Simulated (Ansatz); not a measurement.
# In2SbAs: a single-point run

Wanted: a converged single-point run for In2SbAs, and a check of what comes out. The structure is shown as the input types it. The cell is built on a prototype (ordering on zincblende) and needn't be the phase found in nature.

Program: Ansatz 0.2.0. Level of theory: density functional or hybrid calculation with the settings of its input, plane waves (as first typed). These are calculated values, not measurements.

6 further runs of the same task are left out: 6 that didn't finish.

**1. Starting point**

It takes space group P-4m2 (No. 115, tetragonal). Conventional cell: a = 4.482 Å, b = 4.482 Å, c = 6.333 Å, α = 90.00°, β = 90.00°, γ = 90.00°. Around As (site symmetry -4m2) lie 4 In at 2.68 Å. Around In (site symmetry 2mm) lie 2 As at 2.68 Å and 2 Sb at 2.81 Å. Sb (site symmetry -4m2) is surrounded by 4 In at 2.81 Å.

The input asks for a charge of +2 e on the cell.

Structure file:

```xyz
4
Lattice="4.4824 0.0000 0.0000 0.0000 4.4824 0.0000 0.0000 0.0000 6.3331" Properties=species:S:1:pos:R:3 pbc="T T T"
As    0.0000    0.0000    0.0000
In    0.0000    2.2412    4.8567
Sb    2.2412    2.2412    3.1666
In    2.2412    0.0000    1.4765
```

**2. The run**

input.yaml

```yaml
crystal:
  lattice:
    - [4.4824182406, 0.0, 0.0]
    - [0.0, 4.4824182406, 0.0]
    - [0.0, 0.0, 6.3331213927]
  atoms:
    - { symbol: As, position: [0.0, 0.0, 0.0] }
    - { symbol: In, position: [0.0, 0.5, 0.7668656609] }
    - { symbol: Sb, position: [0.5, 0.5, 0.5] }
    - { symbol: In, position: [0.5, 0.0, 0.2331343391] }
kpoints:
  mp_grid: { grid: [4, 4, 4] }
hamiltonian:
  xc: pbe
scf:
  occupations: { method: fermi_dirac, width: 0.02 }
  n_extra_bands: 5
  max_iter: 96
output:
  forces: true
  stress: true
  eigenvalues: true
total_charge: 2
```

On the command line:

```
$ ansatz run input.yaml --threads 4 --pin off --max-ram 3686MiB --backend cpu --events-out ev --progress --plain --runs-dir out
```

Q: Will this input give a usable result? If not, why, and what should change?

The run converged and reported no error. That alone doesn't make the input a sound one.

In the input, total_charge is 2. The typed charge changes the electron count, so this is no longer the system that was meant.

Run again and compare: delete total_charge (the default then holds).
